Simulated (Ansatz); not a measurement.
# Co: the order of phases at one pressure, part 2 of 3

Which of hcp, simple hexagonal, diamond, omega has the lowest enthalpy for Co at one common pressure? The runs shown use LAPW. Companion runs by PAW are cited.

Ansatz 0.2.0; DFT PBE; a cell built from a prototype (hcp type), not taken from measurement. The steps go on from the part before.

## (3) Simple hexagonal relaxed under pressure, LAPW

Input file input.yaml:

```yaml
crystal:
  lattice:
    - [2.2450837569, 0.0, 0.0]
    - [-1.1225418785, 1.9442995671, 0.0]
    - [0.0, 0.0, 2.1254025874]
  atoms:
    - { symbol: Co, position: [0.0, 0.0, 0.0], spin: 1.7 }
magnetization:
  spin_polarized: true
kpoints:
  mp_grid: { grid: [20, 20, 18] }
scf:
  occupations: { method: fermi_dirac, width: 0.05 }
hamiltonian:
  xc: pbe
  pseudopotentials: { kind: all_electron, lapw: { basis_error: 0.0005 } }
output:
  forces: true
  stress: true
  eigenvalues: true
relax:
  f_tol: 0.005
  max_steps: 12
  cell: { p_target: 70.0, stress_tol: 0.035 }
```

The run is started by

```console
> ansatz run input.yaml --threads 2 --pin off --max-ram 7168MiB --backend cpu --events-out ev --progress --plain --runs-dir out
```

Output:

```text
[... 1 set-up line as earlier in the session ...]
LAPW: plane waves up to 11.559 Å⁻¹, error target 5.0e-4 eV per atom; small_component_spin mean_spin; Co in spheres of 1.031 Å, 17 of its electrons in bands, Dirac shells []
[... 8 set-up lines as earlier in the session ...]
Crystal: 1 atoms, lattice volume = 9.278 Å³
Basis set: ecut = 509.0591269394145 eV, 229 PW (Γ), exchange–correlation at level 2
Bands: 14, of which v1, the nominal top of the filled ones, is band 9 counted from 1 (8 counted from 0)
[... 1 set-up line as earlier in the session ...]
Space group: P6/mmm (ITA 191), of the structure as read, at distance tolerance 2.1e-5 Å
Magnetic group: BNS 191.233 (UNI 1463), of the structure as read, at distance tolerance 2.1e-5 Å
k-points: 440 of 7200
[... 2 set-up lines as earlier in the session ...]
Starting moments: Σ|m| = 1.7 μB on 1 of 1 site
[... 2 set-up lines as earlier in the session ...]
iter 1 solved again at ethr=1.16e-4 eV; its pass at ethr=1.00e-1 eV (dr2=1.98e-2 eV) is discarded
SCF iter   1: F=—  HF=-37916.541616 eV  |F-HF|=—  |Δ(HF+E_count)|=         —  Δρ=2.20e-2 (↑1.70e-2 ↓2.20e-2)  dr2=1.99e-2  dr2_m=2.57e-2  M=1.404 μB ∫|m|=1.421 μB  β_m=0.30  ethr=1.16e-4  ⟨swp⟩=3.0  Hψ=84306  notcnv=0
Mixer restart at iter 1: flushing history
preconditioner: auto → none  [metal: Δε(μ)=0.003 eV  Ē_g=18.345 eV  σ=0.050 eV  W_gap=0.01  n_scr=2 (ndim 8)  ℏωp=36.6 eV  f_vac=0.000  D(μ)=1.65/eV (n_scr^D=26)  sad-step TF]
SCF iter   2: F=—  HF=-37916.584460 eV  |F-HF|=—  |Δ(HF+E_count)|=         —  Δρ=2.79e-2 (↑2.48e-2 ↓2.79e-2)  dr2=1.26e-2  dr2_m=5.51e-2  M=1.208 μB ∫|m|=1.224 μB  β_m=0.30  ethr=1.16e-4  ⟨swp⟩=2.0  Hψ=32033  notcnv=0  defer=2
Mixer restart at iter 2: flushing history
SCF iter   3: F=—  HF=-37916.589948 eV  |F-HF|=—  |Δ(HF+E_count)|=   5.49e-3  Δρ=2.12e-2 (↑1.92e-2 ↓2.12e-2)  dr2=5.36e-3  dr2_m=3.30e-2  M=1.180 μB ∫|m|=1.199 μB  β_m=0.61  ethr=7.39e-5  ⟨swp⟩=2.0  Hψ=32817  notcnv=0
iter 4 solved again at ethr=1.43e-6 eV; its pass at ethr=3.15e-5 eV (dr2=2.43e-4 eV) is discarded
SCF iter   4: F=—  HF=-37916.598203 eV  |F-HF|=—  |Δ(HF+E_count)|=   8.25e-3  Δρ=1.04e-3 (↑1.04e-3 ↓9.48e-4)  dr2=2.43e-4  dr2_m=1.28e-5  M=1.102 μB ∫|m|=1.132 μB  β_m=0.62  ethr=1.43e-6  ⟨swp⟩=2.0  Hψ=59810  notcnv=0
SCF iter   5: F=—  HF=-37916.598952 eV  |F-HF|=—  |Δ(HF+E_count)|=         —  Δρ=7.27e-4 (↑7.27e-4 ↓5.92e-4)  dr2=2.64e-5  dr2_m=2.15e-5  M=1.103 μB ∫|m|=1.133 μB  β_m=0.52  ethr=1.43e-6  ⟨swp⟩=2.2  Hψ=31795  notcnv=0
the basis was enlarged: its passes take 660.0 KiB over the memory plan, 2 of 2 planned eigensolver slots
SCF iter   6: F=—  HF=-37916.598795 eV  |F-HF|=—  |Δ(HF+E_count)|=   1.57e-4  Δρ=2.10e-4 (↑1.40e-4 ↓2.10e-4)  dr2=1.49e-6  dr2_m=1.94e-6  M=1.103 μB ∫|m|=1.133 μB  β_m=0.76  ethr=1.55e-7  ⟨swp⟩=2.2  Hψ=31745  notcnv=0
SCF iter   7: F=—  HF=-37916.598811 eV  |F-HF|=—  |Δ(HF+E_count)|=   1.58e-5  Δρ=4.73e-5 (↑3.50e-5 ↓4.73e-5)  dr2=3.98e-8  dr2_m=1.17e-7  M=1.103 μB ∫|m|=1.133 μB  β_m=0.79  ethr=8.76e-9  ⟨swp⟩=2.6  Hψ=32059  notcnv=0
SCF iter   8: F=—  HF=-37916.598811 eV  |F-HF|=—  |Δ(HF+E_count)|=   1.88e-7  Δρ=8.44e-6 (↑6.80e-6 ↓8.44e-6)  dr2=1.41e-9  dr2_m=4.32e-9  M=1.103 μB ∫|m|=1.133 μB  β_m=0.90  ethr=2.34e-10  ⟨swp⟩=3.0  Hψ=35404  notcnv=0
SCF iter   9: F=-37916.598811 eV  HF=-37916.598811 eV  |F-HF|=2.48e-9  |Δ(HF+E_count)|=   8.22e-8  Δρ=1.55e-6 (↑8.57e-7 ↓1.55e-6)  dr2=5.34e-11  dr2_m=1.09e-10  M=1.103 μB ∫|m|=1.133 μB  ethr=8.31e-12  ⟨swp⟩=3.0  Hψ=35192  notcnv=0
the search or the solves at the SCF's close seem to have found levels that the self-consistency loop had missed (the run counts 1). By its estimate they hold under 1e-12 electrons; where the run keeps them, the occupations were computed again with them
SCF 1 converged in 9 iterations: F = -37916.598811 eV  dr2 = 5.34e-11
relax step   1: F+E_penalty+E_count = -37916.59881122 eV  Δ(F+E_penalty+E_count) = +0.000e0 eV  max|allowed force component| = 0.000e0 eV/Å  Δτ_max = 0.0000 Å  P = +69.992 GPa  Ω = 9.278 Å³  (9 SCF iters, accepted)
Crystal: 1 atoms, lattice volume = 9.277 Å³
Basis set: ecut = 509.0796950839235 eV, 229 PW (Γ), exchange–correlation at level 2
[... 1 set-up line as earlier in the session ...]
Starting moments: Σ|m| = 1.7 μB on 1 of 1 site; this step starts from the density that it was given
[... 1 set-up line as earlier in the session ...]
iter 1 solved again at ethr=1.87e-10 eV; its pass at ethr=1.00e-1 eV (dr2=3.17e-8 eV) is discarded
SCF iter   1: F=—  HF=-37916.598571 eV  |F-HF|=—  |Δ(HF+E_count)|=         —  Δρ=3.91e-5 (↑3.09e-5 ↓3.91e-5)  dr2=1.27e-7  dr2_m=7.38e-8  M=1.103 μB ∫|m|=1.133 μB  β_m=0.65  ethr=1.87e-10  ⟨swp⟩=5.0  Hψ=79573  notcnv=0
preconditioner: auto → none  [metal: Δε(μ)=0.007 eV  Ē_g=18.216 eV  σ=0.050 eV  W_gap=0.04  n_scr=0 (ndim 8)  ℏωp=36.6 eV  f_vac=0.000  D(μ)=1.35/eV (n_scr^D=20)]
iter 2 solved again at ethr=1.65e-11 eV; its pass at ethr=1.87e-10 eV (dr2=2.80e-9 eV) is discarded
SCF iter   2: F=—  HF=-37916.598571 eV  |F-HF|=—  |Δ(HF+E_count)|=   3.79e-8  Δρ=1.84e-5 (↑1.68e-5 ↓1.84e-5)  dr2=2.80e-9  dr2_m=2.55e-8  M=1.103 μB ∫|m|=1.133 μB  β_m=0.65  ethr=1.65e-11  ⟨swp⟩=2.0  Hψ=55646  notcnv=0
SCF iter   3: F=-37916.598571 eV  HF=-37916.598571 eV  |F-HF|=1.10e-8  |Δ(HF+E_count)|=   1.15e-8  Δρ=3.27e-6 (↑3.27e-6 ↓2.32e-6)  dr2=2.15e-9  dr2_m=7.21e-11  M=1.103 μB ∫|m|=1.133 μB  ethr=1.64e-11  ⟨swp⟩=2.6  Hψ=33005  notcnv=0
SCF 2 converged in 3 iterations: F = -37916.598571 eV  dr2 = 2.15e-9
relax step   2: F+E_penalty+E_count = -37916.59857075 eV  Δ(F+E_penalty+E_count) = +2.405e-4 eV  max|allowed force component| = 0.000e0 eV/Å  Δτ_max = 0.0000 Å  P = +70.025 GPa  Ω = 9.277 Å³  (3 SCF iters, accepted)
Crystal: 1 atoms, lattice volume = 9.279 Å³
Basis set: ecut = 509.0151073314491 eV, 229 PW (Γ), exchange–correlation at level 2
iter 1 solved again at ethr=1.05e-9 eV; its pass at ethr=1.00e-1 eV (dr2=1.79e-7 eV) is discarded
SCF iter   1: F=—  HF=-37916.599346 eV  |F-HF|=—  |Δ(HF+E_count)|=         —  Δρ=1.06e-4 (↑9.58e-5 ↓1.06e-4)  dr2=4.11e-7  dr2_m=7.61e-7  M=1.105 μB ∫|m|=1.135 μB  β_m=0.65  ethr=1.05e-9  ⟨swp⟩=4.9  Hψ=78146  notcnv=0
preconditioner: auto → none  [metal: Δε(μ)=0.005 eV  Ē_g=18.211 eV  σ=0.050 eV  W_gap=0.03  n_scr=0 (ndim 8)  ℏωp=36.6 eV  f_vac=0.000  D(μ)=1.36/eV (n_scr^D=20)]
iter 2 solved again at ethr=5.53e-11 eV; its pass at ethr=1.05e-9 eV (dr2=9.40e-9 eV) is discarded
SCF iter   2: F=—  HF=-37916.599346 eV  |F-HF|=—  |Δ(HF+E_count)|=   1.64e-7  Δρ=5.34e-5 (↑5.04e-5 ↓5.34e-5)  dr2=9.36e-9  dr2_m=2.25e-7  M=1.105 μB ∫|m|=1.135 μB  β_m=0.65  ethr=5.53e-11  ⟨swp⟩=2.0  Hψ=55277  notcnv=0
SCF iter   3: F=—  HF=-37916.599346 eV  |F-HF|=—  |Δ(HF+E_count)|=   4.80e-8  Δρ=8.65e-6 (↑8.65e-6 ↓5.24e-6)  dr2=8.09e-9  dr2_m=2.08e-9  M=1.105 μB ∫|m|=1.135 μB  β_m=0.64  ethr=5.51e-11  ⟨swp⟩=3.0  Hψ=34751  notcnv=0
SCF iter   4: F=-37916.599346 eV  HF=-37916.599346 eV  |F-HF|=3.21e-8  |Δ(HF+E_count)|=   1.41e-8  Δρ=4.11e-6 (↑4.11e-6 ↓3.50e-6)  dr2=2.69e-9  dr2_m=2.41e-10  M=1.105 μB ∫|m|=1.135 μB  ethr=4.76e-11  ⟨swp⟩=2.3  Hψ=32006  notcnv=0
SCF 3 converged in 4 iterations: F = -37916.599346 eV  dr2 = 2.69e-9
relax step   3: F+E_penalty+E_count = -37916.59934606 eV  Δ(F+E_penalty+E_count) = -7.753e-4 eV  max|allowed force component| = 0.000e0 eV/Å  Δτ_max = 0.0000 Å  P = +69.948 GPa  Ω = 9.279 Å³  (4 SCF iters, accepted)
Basis set: ecut = 509.0736128359664 eV, 229 PW (Γ), exchange–correlation at level 2
iter 1 solved again at ethr=1.26e-11 eV; its pass at ethr=1.00e-1 eV (dr2=2.15e-9 eV) is discarded
SCF iter   1: F=—  HF=-37916.598647 eV  |F-HF|=—  |Δ(HF+E_count)|=         —  Δρ=2.15e-5 (↑2.15e-5 ↓1.96e-5)  dr2=6.93e-10  dr2_m=3.55e-8  M=1.105 μB ∫|m|=1.135 μB  β_m=0.65  ethr=1.26e-11  ⟨swp⟩=5.0  Hψ=74319  notcnv=0
preconditioner: auto → none  [metal: Δε(μ)=0.005 eV  Ē_g=18.214 eV  σ=0.050 eV  W_gap=0.03  n_scr=0 (ndim 8)  ℏωp=36.6 eV  f_vac=0.000  D(μ)=1.36/eV (n_scr^D=20)]
SCF iter   2: F=—  HF=-37916.598647 eV  |F-HF|=—  |Δ(HF+E_count)|=   6.57e-9  Δρ=8.67e-6 (↑7.81e-6 ↓8.67e-6)  dr2=1.34e-10  dr2_m=5.72e-9  M=1.105 μB ∫|m|=1.135 μB  β_m=0.65  ethr=4.08e-12  ⟨swp⟩=3.0  Hψ=35271  notcnv=0
SCF iter   3: F=-37916.598647 eV  HF=-37916.598647 eV  |F-HF|=3.71e-8  |Δ(HF+E_count)|=   6.05e-9  Δρ=4.96e-6 (↑4.96e-6 ↓2.58e-6)  dr2=2.77e-9  dr2_m=2.57e-10  M=1.105 μB ∫|m|=1.135 μB  ethr=1.00e-12  ⟨swp⟩=3.0  Hψ=35881  notcnv=0
SCF 4 converged in 3 iterations: F = -37916.598647 eV  dr2 = 2.77e-9
relax step   4: F+E_penalty+E_count = -37916.59864733 eV  Δ(F+E_penalty+E_count) = +6.987e-4 eV  max|allowed force component| = 0.000e0 eV/Å  Δτ_max = 0.0000 Å  P = +70.028 GPa  Ω = 9.277 Å³  (3 SCF iters, accepted)
Basis set: ecut = 509.053442686661 eV, 229 PW (Γ), exchange–correlation at level 2
iter 1 solved again at ethr=1.10e-12 eV; its pass at ethr=1.00e-1 eV (dr2=1.87e-10 eV) is discarded
SCF iter   1: F=—  HF=-37916.598888 eV  |F-HF|=—  |Δ(HF+E_count)|=         —  Δρ=2.80e-6 (↑1.50e-6 ↓2.80e-6)  dr2=8.55e-10  dr2_m=1.55e-10  M=1.105 μB ∫|m|=1.135 μB  β_m=0.65  ethr=1.10e-12  ⟨swp⟩=5.1  Hψ=80588  notcnv=0
preconditioner: auto → none  [metal: Δε(μ)=0.005 eV  Ē_g=18.213 eV  σ=0.050 eV  W_gap=0.03  n_scr=0 (ndim 8)  ℏωp=36.6 eV  f_vac=0.000  D(μ)=1.36/eV (n_scr^D=20)]
SCF iter   2: F=-37916.598888 eV  HF=-37916.598888 eV  |F-HF|=1.19e-8  |Δ(HF+E_count)|=  2.18e-11  Δρ=2.17e-6 (↑2.17e-6 ↓1.62e-6)  dr2=7.42e-10  dr2_m=2.00e-11  M=1.105 μB ∫|m|=1.135 μB  ethr=1.10e-12  ⟨swp⟩=3.0  Hψ=35907  notcnv=0
SCF 5 converged in 2 iterations: F = -37916.598888 eV  dr2 = 7.42e-10
relax step   5: F+E_penalty+E_count = -37916.59888831 eV  Δ(F+E_penalty+E_count) = -2.410e-4 eV  max|allowed force component| = 0.000e0 eV/Å  Δτ_max = 0.0000 Å  P = +70.001 GPa  Ω = 9.278 Å³  (2 SCF iters, accepted)
iter 1 solved again at ethr=1.00e-12 eV; its pass at ethr=1.00e-1 eV (dr2=1.15e-10 eV) is discarded
SCF iter   1: F=—  HF=-37916.598888 eV  |F-HF|=—  |Δ(HF+E_count)|=         —  Δρ=1.80e-6 (↑1.80e-6 ↓9.77e-7)  dr2=1.28e-10  dr2_m=1.26e-10  M=1.105 μB ∫|m|=1.135 μB  β_m=0.65  ethr=1.00e-12  ⟨swp⟩=3.3  Hψ=62778  notcnv=0  trunc=3  reapply=89
SCF iter   2: F=—  HF=-37916.598888 eV  |F-HF|=—  |Δ(HF+E_count)|=   1.12e-9  Δρ=7.55e-7 (↑7.55e-7 ↓3.29e-7)  dr2=5.02e-11  dr2_m=8.45e-12  M=1.105 μB ∫|m|=1.135 μB  β_m=0.36  ethr=1.00e-12  ⟨swp⟩=3.0  Hψ=35740  notcnv=0
SCF iter   3: F=-37916.598888 eV  HF=-37916.598888 eV  |F-HF|=5.09e-11  |Δ(HF+E_count)|=  4.00e-10  Δρ=1.14e-7 (↑5.86e-8 ↓1.14e-7)  dr2=1.82e-13  dr2_m=4.54e-13  M=1.105 μB ∫|m|=1.135 μB  ethr=1.00e-12  ⟨swp⟩=2.0  Hψ=31557  notcnv=0
SCF 6 converged in 3 iterations: F = -37916.598888 eV  dr2 = 1.82e-13
relax step   6: F+E_penalty+E_count = -37916.59888830 eV  Δ(F+E_penalty+E_count) = +1.689e-8 eV  max|allowed force component| = 0.000e0 eV/Å  Δτ_max = 0.0000 Å  P = +70.000 GPa  Ω = 9.278 Å³  stress off target by 8.04e-4 GPa  SCF on the basis re-selected at this cell (its energy is not comparable with the rows above)  (3 SCF iters)
basis re-selected at this cell: Δ(F+E_penalty+E_count) = +1.689e-8 eV, ΔP = -0.000 GPa vs the last step (what re-selecting the basis moved, after the strain that the cell walked since its last selection, with what the two solves' SCF thresholds leave and, on support functions, any second-order correction that the steps lacked; it is no measure of the basis error at this ecutwfc). This SCF's stress stands 8.04e-4 GPa from its target on what of the cell is left free (relax.cell.stress_tol is 3.50e-2 GPa) and its largest allowed force component is 0.00e0 eV/Å (relax.f_tol is 5.00e-3 eV/Å): within both
SCF converged after 3 iterations
Magnetization: 1.1050 μB (9.0525 up, 7.9475 down)
Absolute magnetization: 1.1349 μB (∫|ρ↑−ρ↓|)
Spin contamination: 0.0062 ħ² per cell (⟨S²⟩ above its minimum at these occupations)
Per-site moments (μB) at R_I (Å): [(1.1089983687936353, 1.0308259947459435)]
Free energy (F): -37916.598888 eV
Harris-Foulkes:  -37916.598888 eV  (|F-HF|=5.09e-11)
Internal energy: -37916.587570 eV  (E = F + TS)
E sigma→0 (E₀):  -37916.593229 eV
Entropy (-TS):   -0.011319 eV (-11.319 meV/atom)
Fermi energy:    23.148593 eV
--- Per-component energies (eV) ---
  E_band       = -174.889817
  E_kinetic    = 38492.617608
  E_xc         = -1627.049521
  E_electrostatic = -74782.155657  (all electrons and nuclei)
  E_smearing   = -0.011319  (= −TS)
  E_closure    = 0.000000  (closes the sum)
  E_atoms      = -37909.289263  (free atoms, spherical and without spin; not in F)
  Σ components = -37916.598888   (vs F -37916.598888, Δ=0.00e0)
  Basis errors (estimates in eV, not in F): energy 1.7e-4 per atom: plane waves 1.6e-4 (8.7e-5 summed), levels above the bands 8.4e-203, relativity 2.1e-8, radial functions 1.4e-5, core shells 3.1e-7; eigenvalues (radial functions only) 8.7e-7; not estimated: angular momenta, meshes, grids; target (lapw.basis_error) 5.0e-4; muffin-tin radii Co 1.031 Å
--- Forces (eV/Å), atoms counted from 1 ---
  atom   1  Co     0.00000000    -0.00000000     0.00000000
  max |Σ_I F_I| component: 2.63e-31 eV/Å
--- Stress (GPa, compression-positive) ---
       70.000804       0.000000       0.000000
        0.000000      70.000804      -0.000000
        0.000000      -0.000000      69.999567
  P = ⅓ Tr σ = 70.0004 GPa (700.004 kbar)
--- Band table (eV; the first three rows and the last of 880) ---
  k-point 0 ↑: bands = ["-72.9040", "-35.8089", "-35.7288", "-35.7288", "13.0642", "17.9118", "20.3892", "20.3892", "22.9663", "22.9663", "45.6242", "47.2676", "51.7356", "53.6741"]
  k-point 1 ↑: bands = ["-72.9002", "-35.8342", "-35.7267", "-35.7267", "13.1774", "17.9809", "20.4030", "20.4030", "22.9112", "22.9112", "44.3520", "47.3631", "53.0469", "53.8641"]
  k-point 2 ↑: bands = ["-72.8893", "-35.9069", "-35.7205", "-35.7205", "13.5098", "18.1841", "20.4429", "20.4429", "22.7544", "22.7544", "41.9275", "47.6487", "54.4234", "54.4234"]
  k-point 439 ↓: bands = ["-71.2951", "-35.0783", "-34.9300", "-34.8562", "19.0109", "19.5860", "21.3692", "21.9615", "24.9424", "34.9215", "36.3958", "38.2625", "39.0060", "39.6361"]
--- Relaxed structure (5 steps of the walk, 5 accepted, 1 SCFs on fresh bases) ---
  F+E_penalty+E_count = -37916.59888830 eV   max|allowed force component| = 0.000e0 eV/Å   (the final SCF, on the basis selected at the relaxed cell)
  cell:  # Å, volume = 9.2778 Å³
    - [2.2457636067733597, 2.8876259741672788e-11, 0.0]
    - [-1.1228818034116874, 1.9448883343458583, 0.0]
    - [0.0, 0.0, 2.1241515330588405]
  atoms:
    - { symbol: Co, position: [0.0, 0.0, 0.0] }
```

Wall time 2.1 min (2 threads of Arm Neoverse V2, shared host); peak memory 0.88 GiB.

Step by step:

```
step  energy from step 1 (eV/cell)  largest force component (eV/Å)  pressure (GPa)  volume (Å³)
   1                        0.0000                          0.0000           69.99         9.28
   2                        0.0002                          0.0000           70.02         9.28
   3                       -0.0005                          0.0000           69.95         9.28
   4                        0.0002                          0.0000           70.03         9.28
   5                       -0.0001                          0.0000           70.00         9.28
   6                       -0.0001                          0.0000           70.00         9.28
```

Step 1 is the start. Step 6 repeats the geometry before on a plane-wave basis chosen anew for that cell, so the energy can jump there without any move; the table keeps such jumps.

| input's cell | before | after | change |
| --- | --- | --- | --- |
| a (Å) | 2.245 | 2.246 | +0.0 % |
| b (Å) | 2.245 | 2.246 | +0.0 % |
| c (Å) | 2.125 | 2.124 | -0.1 % |
| volume (Å³/atom) | 9.28 | 9.28 | +0.0 % |

This run gives: pressure 70.00 GPa; no gap; spin moments Co 1.11 μB.

## (4) Diamond relaxed under pressure, LAPW

Input file input.yaml:

```yaml
crystal:
  lattice:
    - [0.0, 2.2421532927, 2.2421532927]
    - [2.2421532927, 0.0, 2.2421532927]
    - [2.2421532927, 2.2421532927, 0.0]
  atoms:
    - { symbol: Co, position: [-0.125, -0.125, -0.125], spin: 1.7 }
    - { symbol: Co, position: [0.125, 0.125, 0.125], spin: 1.7 }
magnetization:
  spin_polarized: true
kpoints:
  mp_grid: { grid: [15, 15, 15] }
scf:
  occupations: { method: fermi_dirac, width: 0.05 }
hamiltonian:
  xc: pbe
  pseudopotentials: { kind: all_electron, lapw: { basis_error: 0.0005 } }
output:
  forces: true
  stress: true
  eigenvalues: true
relax:
  f_tol: 0.005
  max_steps: 12
  cell: { p_target: 70.0, stress_tol: 0.035 }
```

The run is started by

```console
> ansatz run input.yaml --threads 2 --pin off --max-ram 7168MiB --backend cpu --events-out ev --progress --plain --runs-dir out
```

Output (excerpt; [...] marks lines left out):

```text
[...]
LAPW: plane waves up to 12.758 Å⁻¹, error target 5.0e-4 eV per atom; small_component_spin mean_spin; Co in spheres of 0.942 Å, 23 of its electrons in bands, Dirac shells []
[...]
[... 1 set-up line as earlier in the session ...]
Pseudopotential: Co, LAPW, valence charge 23, Koelling and Harmon's equation, gaussian nucleus
[... 1 set-up line as earlier in the session ...]
[...]
Crystal: 2 atoms, lattice volume = 22.544 Å³
Basis set: ecut = 620.1309516722474 eV, 749 PW (Γ), exchange–correlation at level 2
[...]
WARN: the starting moments were not kept: the SCF closed with an absolute magnetisation of 1.8e-6 μB, where they sum to 3.4 μB in size (2 sites). That is at most 0.1 of that sum. Measured as dr2_m measures the in/out step, that magnetisation stands 8.9e-13 eV from none, at or under the [...]
relax step   1: F+E_penalty+E_count = -75831.23511277 eV  Δ(F+E_penalty+E_count) = +0.000e0 eV  max|allowed force component| = 2.776e-17 eV/Å  Δτ_max = 0.0000 Å  P = +69.702 GPa  Ω = 22.544 Å³  (13 SCF iters, accepted)
[...]
Starting moments: Σ|m| = 3.4 μB on 2 of 2 sites; this step starts from the density that it was given
[...]
SCF iter   5: F=-75831.226390 eV  HF=-75831.226390 eV  |F-HF|=2.14e-9  |Δ(HF+E_count)|=   2.93e-8  Δρ=9.54e-7 (↑9.54e-7 ↓9.51e-7)  dr2=7.51e-10  dr2_m=7.69e-16  M=0.000 μB ∫|m|=0.000 μB  ethr=1.57e-11 (applied; sched 4.96e-12)  ⟨swp⟩=3.0  Hψ=21825  notcnv=0
```

## (5) The output, continued: diamond relaxed under pressure, LAPW

The log, continued (excerpt; [...] marks lines left out):

```text
[...]
relax step   2: F+E_penalty+E_count = -75831.22638971 eV  Δ(F+E_penalty+E_count) = +8.723e-3 eV  max|allowed force component| = 2.498e-16 eV/Å  Δτ_max = 0.0000 Å  P = +70.066 GPa  Ω = 22.524 Å³  (5 SCF iters, accepted)
[...]
relax step   3: F+E_penalty+E_count = -75831.22798118 eV  Δ(F+E_penalty+E_count) = -1.591e-3 eV  max|allowed force component| = 2.405e-16 eV/Å  Δτ_max = 0.0000 Å  P = +69.999 GPa  Ω = 22.527 Å³  (2 SCF iters, accepted)
[...]
  F+E_penalty+E_count = -75831.22798119 eV   max|allowed force component| = 1.665e-16 eV/Å   (the final SCF, on the basis selected at the relaxed cell)
  cell:  # Å, volume = 22.5274 Å³
    - [-4.012605475905277e-34, 2.241610860223957, 2.241610860223957]
    - [2.241610860223957, -5.095372032895591e-34, 2.241610860223957]
    - [2.241610860223957, 2.241610860223957, -6.878752244409047e-34]
  atoms:
    - { symbol: Co, position: [-0.125, -0.125, -0.125] }
    - { symbol: Co, position: [0.125, 0.125, 0.125] }
```

It took 2.5 min on 2 threads of Arm Neoverse V2, shared host; peak memory 1 GiB.

Step by step:

| step | energy from step 1 (eV/cell) | largest force component (eV/Å) | pressure (GPa) | volume (Å³) |
| --- | --- | --- | --- | --- |
| 1 | 0.0000 | 0.0000 | 69.70 | 22.54 |
| 2 | 0.0087 | 0.0000 | 70.07 | 22.52 |
| 3 | 0.0071 | 0.0000 | 70.00 | 22.53 |
| 4 | 0.0071 | 0.0000 | 70.00 | 22.53 |

Step 1 is the start. Step 4 repeats the geometry before on a plane-wave basis chosen anew for that cell, so the energy can jump there without any move; the table keeps such jumps.

| input's cell | before | after | change |
| --- | --- | --- | --- |
| a (Å) | 3.171 | 3.170 | -0.0 % |
| b (Å) | 3.171 | 3.170 | -0.0 % |
| c (Å) | 3.171 | 3.170 | -0.0 % |
| volume (Å³/atom) | 11.27 | 11.26 | -0.1 % |

Read from it: pressure 70.00 GPa; no gap.

## (6) Omega relaxed under pressure, LAPW

Input file input.yaml:

```yaml
crystal:
  lattice:
    - [3.7062258539, 0.0, 0.0]
    - [-1.853112927, 3.2096857416, 0.0]
    - [0.0, 0.0, 2.2580463784]
  atoms:
    - { symbol: Co, position: [0.0, 0.0, 0.0], spin: 1.7 }
    - { symbol: Co, position: [0.3333333333, 0.6666666667, 0.5], spin: 1.7 }
    - { symbol: Co, position: [0.6666666667, 0.3333333333, 0.5], spin: 1.7 }
magnetization:
  spin_polarized: true
kpoints:
  mp_grid: { grid: [10, 10, 14] }
scf:
  occupations: { method: fermi_dirac, width: 0.05 }
hamiltonian:
  xc: pbe
  pseudopotentials: { kind: all_electron, lapw: { basis_error: 0.0005 } }
output:
  forces: true
  stress: true
  eigenvalues: true
relax:
  f_tol: 0.005
  max_steps: 12
  cell: { p_target: 70.0, stress_tol: 0.035 }
```

The run is started by

```console
> ansatz run input.yaml --threads 2 --pin off --max-ram 7168MiB --backend cpu --events-out ev --progress --plain --runs-dir out
```

Output (excerpt; [...] marks lines left out):

```text
[...]
LAPW: plane waves up to 11.473 Å⁻¹, error target 5.0e-4 eV per atom; small_component_spin mean_spin; Co in spheres of 1.038 Å, 17 of its electrons in bands, Dirac shells []
[...]
[... 3 set-up lines as earlier in the session ...]
[...]
Crystal: 3 atoms, lattice volume = 26.861 Å³
[...]
relax step   2: F+E_penalty+E_count = -113751.36769253 eV  Δ(F+E_penalty+E_count) = +3.504e-3 eV  max|allowed force component| = 2.776e-17 eV/Å  Δτ_max = 0.0000 Å  P = +69.924 GPa  Ω = 26.853 Å³  (4 SCF iters, accepted)
[...]
SCF iter   2: F=—  HF=-113751.365876 eV  |F-HF|=—  |Δ(HF+E_count)|=   2.08e-9  Δρ=7.42e-6 (↑7.42e-6 ↓7.22e-6)  dr2=1.73e-10  dr2_m=1.31e-8  M=4.258 μB ∫|m|=4.548 μB  β_m=0.65  ethr=1.14e-12 (applied; sched 1.00e-12)  ⟨swp⟩=2.0  Hψ=37959  notcnv=0
```

(Continued in part 3 of 3.)
